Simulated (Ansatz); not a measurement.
**Stability checks on a candidate for TaSi₂**

It was relaxed at this level from a cell as deposited in COD.

Method: DFT PBE, scalar-relativistic, plane waves, PAW in Ansatz 0.2.0. Cutoff 420 eV, Γ-centred 12×12×6 mesh (9-atom cell), Gaussian smearing of 0.10 eV, no spin polarisation.

Space group P6_422 (No. 181). a = 4.806 Å, b = 4.806 Å, c = 6.597 Å, α = 90.00°, β = 90.00°, γ = 120.00°
| atom | site | symmetry | x | y | z |
| --- | --- | --- | --- | --- | --- |
| Ta | 3c | 222 | 0.5000 | 0.0000 | 0.0000 |
| Si | 6i | ..2 | 0.1589 | 0.3177 | 0.0000 |

Formation energies are uncorrected and refer to the elements' standard structures at the same level.

Task: These tests were run: energy against the elements; phonons at Γ. What do they show?

Result:

| test | result |
| --- | --- |
| energy against the elements | −0.48 eV/atom |
| phonons at Γ | lowest optical mode 105 cm⁻¹ |

It fails none of these tests. Competing phases weren't compared here. Phonons away from Γ weren't computed.

These runs have no spin–orbit coupling, which can matter for Ta. The cell is a metal run without spin; a magnetic state may lie lower. The run for the phonons used a 12×12×6 k mesh and Fermi–Dirac smearing of 0.15 eV.
